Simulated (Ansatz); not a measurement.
Crystal: MoS2.

```
Mo S
1.0
     3.16900    0.00000    0.00000
    -1.58450    2.74443    0.00000
     0.00000    0.00000   12.32400
Mo S
2 4
Direct
  0.66667 0.33333 0.75000
  0.33333 0.66667 0.25000
  0.66667 0.33333 0.37700
  0.33333 0.66667 0.87700
  0.66667 0.33333 0.12300
  0.33333 0.66667 0.62300
```

| Item | Value |
| --- | --- |
| Program | Ansatz 0.2.0 |
| Task | relaxation of cell and atoms |
| Functional | r2SCAN |
| Potentials or basis | Ansatz PAW |
| Cutoff | 500 eV (not typed: the program's choice for these potentials) |
| k mesh | 10 × 10 × 3 |
| Occupations | fermi-dirac, width 0.05 eV |
| Spin | no spin polarisation |

At the start: volume 17.86 Å³/atom.

Task: How do energy, volume and symmetry change on relaxing?

Result: It ends after 6 steps and the volume is 18.99 Å³/atom (+6.3 %); space group P6_3/mmc (No. 194, to 0.05 Å).

The path:
| step | energy change (eV) | largest force (eV/Å) | volume (Å³) |
| --- | --- | --- | --- |
| 1 | 0.0000 | 0.2435 | 107.18 |
| 2 | -0.0337 | 0.0220 | 110.91 |
| 3 | -0.0391 | 0.0269 | 112.62 |
| 4 | -0.0401 | 0.0050 | 113.36 |
| 5 | -0.0402 | 0.0012 | 113.94 |
| 6 | -0.0418 | 0.0012 | 113.94 |

Final structure:
```yaml
crystal:
  lattice:
    - [3.18443, 0.00000, 0.00000]
    - [-1.59222, 2.75780, 0.00000]
    - [0.00000, 0.00000, 12.97465]
  atoms:
    - { symbol: Mo, position: [0.66667, 0.33333, 0.75000] }
    - { symbol: Mo, position: [0.33333, 0.66667, 0.25000] }
    - { symbol: S, position: [0.66667, 0.33333, 0.36967] }
    - { symbol: S, position: [0.33333, 0.66667, 0.86967] }
    - { symbol: S, position: [0.66667, 0.33333, 0.13033] }
    - { symbol: S, position: [0.33333, 0.66667, 0.63033] }
```

Caveat: the plane-wave basis is chosen anew once the cell has moved, so the energies of steps on either side of that aren't comparable; the PAW data sets come from PBE, with cores solved anew for the run's functional, which leaves a small shift of forces and pressure.
